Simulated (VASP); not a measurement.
# KBr in VASP: one cell, several levels of theory, part 2 of 2

The system is KBr, a lower-symmetry cell derived from the zincblende prototype, a generated structure that needn't be the ground state.

VASP 6.6.1, plane waves, PAW.

### Step 3. r2SCAN

Input file INCAR:

```
ENCUT = 520.000000
SIGMA = 0.010000
EDIFF = 1.00e-07
ALGO = Normal
METAGGA = R2SCAN
PREC = Accurate
IBRION = -1
ISIF = 2
ISMEAR = 0
NBANDS = 15
NELM = 120
NSW = 0
LASPH = .TRUE.
LCHARG = .FALSE.
LWAVE = .FALSE.
LREAL = .FALSE.
```

Input file KPOINTS:

```
KPOINTS created by Atomic Simulation Environment
0
Gamma
6 6 6
0 0 0
```

Input file KPOINTS_OPT:

```
special points
7
Reciprocal
0.0000000000 0.0000000000 0.0000000000 1
-0.5000000000 -0.5000000000 0.0000000000 1
-0.3750000000 -0.3750000000 0.2500000000 1
-0.3750000000 0.0000000000 0.3750000000 1
0.0000000000 0.0000000000 0.5000000000 1
-0.5000000000 -0.2500000000 0.2500000000 1
0.2708330000 0.2708330000 -0.4375000000 1
```

Input file POSCAR:

```
K  Br
 1.0000000000000000
     0.0000000000000000    3.6145333083000000    3.8232348650999999
     3.6145333083000000    0.0000000000000000    3.8232348650999999
     3.6145333083000000    3.6145333083000000    0.0000000000000000
 K   Br
   1   1
Cartesian
  0.0000000000000000  0.0000000000000000  0.0000000000000000
  1.8072666541500000  1.8072666541500000  1.9116174325499999
```

Started as:

```sh
$ mpirun -np 1 vasp_std
```

Printed to the terminal (iteration lines stand in OSZICAR):

```text
POSCAR found type information on POSCAR K Br
 POSCAR found :  2 types and       2 ions
 -----------------------------------------------------------------------------
|                                                                             |
|                                                                             |
|     You enforced a specific xc type in the INCAR file but a different       |
|     I HOPE YOU KNOW WHAT YOU ARE DOING!                                     |
|                                                                             |
 -----------------------------------------------------------------------------

 LDA part: xc-table for (None), standard interpolation
 POSCAR, INCAR and KPOINTS ok, starting setup
 FFT: planning ... GRIDC
 FFT: planning ... GRID_SOFT
 FFT: planning ... GRID
 WAVECAR not read
 entering main loop
 Start KPOINTS_OPT (optional k-point list driver)
k-point batch [1-7\7]
```

OSZICAR:

```text
N       E                     dE             d eps       ncg     rms          rms(c)
DAV:   1     0.804079962522E+02    0.80408E+02   -0.65808E+03   900   0.912E+02
DAV:   2    -0.187483466739E+02   -0.99156E+02   -0.92424E+02  1180   0.224E+02
DAV:   3    -0.265600001868E+02   -0.78117E+01   -0.77707E+01  1257   0.545E+01
DAV:   4    -0.269465478212E+02   -0.38655E+00   -0.38633E+00  1487   0.108E+01
DAV:   5    -0.269492553529E+02   -0.27075E-02   -0.27075E-02  1243   0.104E+00    0.301E+00
DAV:   6    -0.229756332021E+02    0.39736E+01   -0.11322E+00  1392   0.856E+00    0.177E+00
DAV:   7    -0.229287400007E+02    0.46893E-01   -0.29734E-01  1222   0.276E+00    0.912E-01
DAV:   8    -0.229494179228E+02   -0.20678E-01   -0.15228E-02  1075   0.923E-01    0.453E-01
DAV:   9    -0.229654153396E+02   -0.15997E-01   -0.99653E-03  1019   0.803E-01    0.167E-01
DAV:  10    -0.229658988397E+02   -0.48350E-03   -0.28233E-04  1279   0.104E-01    0.883E-02
DAV:  11    -0.229668706194E+02   -0.97178E-03   -0.73896E-04   942   0.187E-01    0.131E-02
DAV:  12    -0.229668869744E+02   -0.16355E-04   -0.17770E-05  1250   0.240E-02    0.558E-03
DAV:  13    -0.229668930085E+02   -0.60341E-05   -0.62012E-06   977   0.155E-02    0.193E-03
DAV:  14    -0.229668931067E+02   -0.98279E-07   -0.19525E-07  1277   0.329E-03
   1 F= -.22966893E+02 E0= -.22966893E+02  d E =-.498604E-95
       N       E                     dE             ncg
DAV:   1     0.219337420540E+02   -0.31476E+04      210
DAV:   2    -0.646358686830E+03   -0.66829E+03      252
DAV:   3    -0.696612093188E+03   -0.50253E+02      301
DAV:   4    -0.699428940531E+03   -0.28168E+01      354
DAV:   5    -0.699441739199E+03   -0.12799E-01      301
DAV:   6    -0.699442034918E+03   -0.29572E-03      285
DAV:   7    -0.699442037742E+03   -0.28243E-05      317
DAV:   8    -0.699442037817E+03   -0.74989E-07      252
```

Parts of OUTCAR:

```text
k-points           NKPTS =     30   k-points in BZ     NKDIM =     30   number of bands    NBANDS=     15

   NELECT =      16.0000    total number of electrons

   dimension x,y,z NGX =    40 NGY =   40 NGZ =   40
   dimension x,y,z NGXF=    80 NGYF=   80 NGZF=   80

  energy-cutoff  :      520.00
  volume of cell :       99.90
      direct lattice vectors                 reciprocal lattice vectors
     0.000000000  3.614533308  3.823234865    -0.138330445  0.138330445  0.130779305
     3.614533308  0.000000000  3.823234865     0.138330445 -0.138330445  0.130779305
     3.614533308  3.614533308  0.000000000     0.138330445  0.138330445 -0.130779305

 k-points in reciprocal lattice and weights: KPOINTS created by Atomic Simulation Env
   0.00000000  0.00000000  0.00000000       0.005
   0.16666667  0.00000000  0.00000000       0.037
   0.33333333  0.00000000  0.00000000       0.037
   0.50000000  0.00000000  0.00000000       0.019
   0.16666667  0.16666667  0.00000000       0.009
   0.33333333  0.16666667  0.00000000       0.037
   0.50000000  0.16666667  0.00000000       0.037
  -0.33333333  0.16666667  0.00000000       0.037
[... 22 more k-points ...]

 E-fermi :  -3.3207

 k-point     1 :       0.0000    0.0000    0.0000
  band No.  band energies     occupation
      1     -32.4058      2.00000
      2     -15.8027      2.00000
      3     -15.1315      2.00000
      4     -15.1315      2.00000
      5     -15.1229      2.00000
      6      -3.5283      2.00000
      7      -3.4968      2.00000
      8      -3.4968      2.00000
      9       1.3491      0.00000
     10       5.6557      0.00000
     11       6.0649      0.00000
     12       6.6927      0.00000
     13       6.9394      0.00000
     14       6.9394      0.00000
     15       7.4860      0.00000

 k-point     2 :       0.1667    0.0000    0.0000
  band No.  band energies     occupation
      1     -32.4054      2.00000
      2     -15.8602      2.00000
      3     -15.1329      2.00000
      4     -15.1283      2.00000
      5     -15.0638      2.00000
      6      -3.6203      2.00000
      7      -3.5175      2.00000
      8      -3.4890      2.00000
      9       1.7786      0.00000
     10       5.4247      0.00000
     11       5.7299      0.00000
     12       6.4257      0.00000
     13       6.9159      0.00000
     14       7.3534      0.00000
     15       7.4387      0.00000

 k-point     3 :       0.3333    0.0000    0.0000
  band No.  band energies     occupation
      1     -32.4047      2.00000
      2     -15.9530      2.00000
      3     -15.1355      2.00000
      4     -15.1320      2.00000
      5     -14.9581      2.00000
      6      -3.8019      2.00000
      7      -3.5218      2.00000
      8      -3.4740      2.00000
      9       2.7539      0.00000
     10       5.0482      0.00000
     11       5.3201      0.00000
     12       5.5197      0.00000
     13       6.9139      0.00000
     14       7.0946      0.00000
     15       7.1975      0.00000

 k-point     4 :       0.5000    0.0000    0.0000
  band No.  band energies     occupation
      1     -32.4043      2.00000
      2     -15.9923      2.00000
      3     -15.1369      2.00000
      4     -15.1340      2.00000
      5     -14.9123      2.00000
      6      -3.8778      2.00000
      7      -3.5238      2.00000
      8      -3.4668      2.00000
      9       3.6854      0.00000
     10       4.0047      0.00000
     11       5.2933      0.00000
     12       5.5176      0.00000
     13       6.8295      0.00000
     14       7.0210      0.00000
     15       7.5692      0.00000

 k-point     5 :       0.1667    0.1667    0.0000
  band No.  band energies     occupation
      1     -32.4054      2.00000
      2     -15.8824      2.00000
      3     -15.1350      2.00000
      4     -15.1350      2.00000
      5     -15.0303      2.00000
      6      -3.6550      2.00000
      7      -3.4929      2.00000
      8      -3.4929      2.00000
      9       1.8767      0.00000
     10       4.7647      0.00000
     11       6.2755      0.00000
     12       6.6261      0.00000
     13       7.2016      0.00000
     14       7.2016      0.00000
     15       7.3780      0.00000

 k-point     6 :       0.3333    0.1667    0.0000
  band No.  band energies     occupation
      1     -32.4048      2.00000
      2     -15.9589      2.00000
      3     -15.1385      2.00000
      4     -15.1380      2.00000
      5     -14.9411      2.00000
      6      -3.7725      2.00000
      7      -3.5210      2.00000
      8      -3.4832      2.00000
      9       2.6159      0.00000
     10       4.4151      0.00000
     11       5.7777      0.00000
     12       6.1404      0.00000
     13       7.0765      0.00000
     14       7.0824      0.00000
     15       7.4053      0.00000

 k-point     7 :       0.5000    0.1667    0.0000
  band No.  band energies     occupation
      1     -32.4042      2.00000
      2     -16.0072      2.00000
      3     -15.1430      2.00000
      4     -15.1390      2.00000
      5     -14.8838      2.00000
      6      -3.8336      2.00000
      7      -3.5792      2.00000
      8      -3.4701      2.00000
      9       3.4992      0.00000
     10       4.1266      0.00000
     11       5.2504      0.00000
     12       5.7578      0.00000
     13       6.9658      0.00000
     14       7.2995      0.00000
     15       7.5043      0.00000

 k-point     8 :      -0.3333    0.1667    0.0000
  band No.  band energies     occupation
      1     -32.4043      2.00000
      2     -15.9910      2.00000
      3     -15.1420      2.00000
      4     -15.1369      2.00000
      5     -14.9056      2.00000
      6      -3.8135      2.00000
      7      -3.5955      2.00000
      8      -3.4660      2.00000
      9       3.3335      0.00000
     10       4.5053      0.00000
     11       5.3302      0.00000
     12       5.3690      0.00000
     13       7.1192      0.00000
     14       7.2611      0.00000
     15       7.3311      0.00000

 k-point     9 :      -0.1667    0.1667    0.0000
  band No.  band energies     occupation
      1     -32.4049      2.00000
      2     -15.9217      2.00000
      3     -15.1338      2.00000
      4     -15.1336      2.00000
      5     -14.9923      2.00000
      6      -3.7250      2.00000
      7      -3.5552      2.00000
      8      -3.4753      2.00000
      9       2.4141      0.00000
     10       5.2931      0.00000
     11       5.3200      0.00000
     12       6.0114      0.00000
     13       6.7930      0.00000
     14       7.2035      0.00000
     15       7.5709      0.00000

 k-point    10 :       0.3333    0.3333    0.0000
  band No.  band energies     occupation
      1     -32.4045      2.00000
      2     -16.0035      2.00000
      3     -15.1418      2.00000
      4     -15.1418      2.00000
      5     -14.8837      2.00000
      6      -3.8577      2.00000
      7      -3.4840      2.00000
      8      -3.4840      2.00000
      9       2.8651      0.00000
     10       4.1042      0.00000
     11       5.6767      0.00000
     12       6.8323      0.00000
     13       6.9717      0.00000
     14       6.9717      0.00000
     15       7.8537      0.00000

 k-point    11 :       0.5000    0.3333    0.0000
  band No.  band energies     occupation
      1     -32.4041      2.00000
      2     -16.0378      2.00000
      3     -15.1475      2.00000
      4     -15.1432      2.00000
      5     -14.8394      2.00000
      6      -3.8762      2.00000
      7      -3.5453      2.00000
      8      -3.4762      2.00000
      9       3.1479      0.00000
     10       4.2139      0.00000
     11       5.6935      0.00000
     12       6.3483      0.00000
     13       7.0310      0.00000
     14       7.2345      0.00000
     15       7.3423      0.00000

 k-point    12 :      -0.3333    0.3333    0.0000
  band No.  band energies     occupation
      1     -32.4040      2.00000
      2     -16.0312      2.00000
      3     -15.1513      2.00000
      4     -15.1407      2.00000
      5     -14.8470      2.00000
      6      -3.7728      2.00000
      7      -3.6851      2.00000
      8      -3.4673      2.00000
      9       3.4620      0.00000
     10       4.2973      0.00000
     11       5.4725      0.00000
     12       5.7058      0.00000
     13       7.0048      0.00000
     14       7.4061      0.00000
     15       7.5602      0.00000

[... the tables of k-points 13 to 30 left out ...]

  Total        0.0282947      0.0282947      0.0037489      0.0000000     -0.0000000      0.0000000
  in kB        0.4537855      0.4537855      0.0601249      0.0000000     -0.0000000      0.0000000
  external PRESSURE =       0.3225653 kB  Pullay stress =       0.0000000 kB

 POSITION                                       TOTAL-FORCE (eV/Angst)
 -----------------------------------------------------------------------------------
      0.00000      0.00000      0.00000         0.000000      0.000000     -0.000000
      1.80727      1.80727      1.91162        -0.000000     -0.000000      0.000000
 -----------------------------------------------------------------------------------
    total drift:                               -0.000000     -0.000000     -0.000000

  FREE ENERGIE OF THE ION-ELECTRON SYSTEM (eV)
  ---------------------------------------------------
  free  energy   TOTEN  =       -22.9668931067 eV

  energy  without entropy=      -22.9668931067  energy(sigma->0) =      -22.96689311
```

Hardware: 1 MPI rank of Intel Xeon Platinum 8488C, shared host.

The levels at the points of KPOINTS_OPT are read from vasprun.xml.

Levels at the named points, in eV from the top of band v (v: the last filled band by count, c: the next):

| point | v−1 | v | c | c+1 |
| --- | --- | --- | --- | --- |
| Γ | -0.03 | -0.03 | 4.81 | 9.12 |
| X | -0.01 | -0.01 | 6.45 | 7.72 |
| U | -0.15 | -0.01 | 6.76 | 7.74 |
| K | -0.17 | -0.06 | 6.76 | 7.74 |
| L | -0.06 | 0.00 | 7.15 | 7.47 |
| W | -0.23 | -0.05 | 6.79 | 7.73 |

The r2SCAN gap is 4.81 eV and indirect ((0.27, 0.27, -0.44) to Γ), with 4.85 eV as the least direct one. The pressure is 0.03 GPa; the forces vanish within 0.01 eV/Å.

### Step 4. Results

What follows sums up all 2 parts.

| level | gap (eV) | pressure (GPa) | Ansatz: gap (eV) | Ansatz: pressure (GPa) |
| --- | --- | --- | --- | --- |
| PBE | 4.25 | 0.31 | 4.26 | 0.28 |
| r2SCAN | 4.81 | 0.03 | 4.81 | 0.03 |

What this shows: The gap spans 4.25 eV (PBE) to 4.81 eV (r2SCAN). The two programs agree on the gap within 0.01 eV, far less than the spread between functionals. Each program uses its own PAW datasets and cutoff.
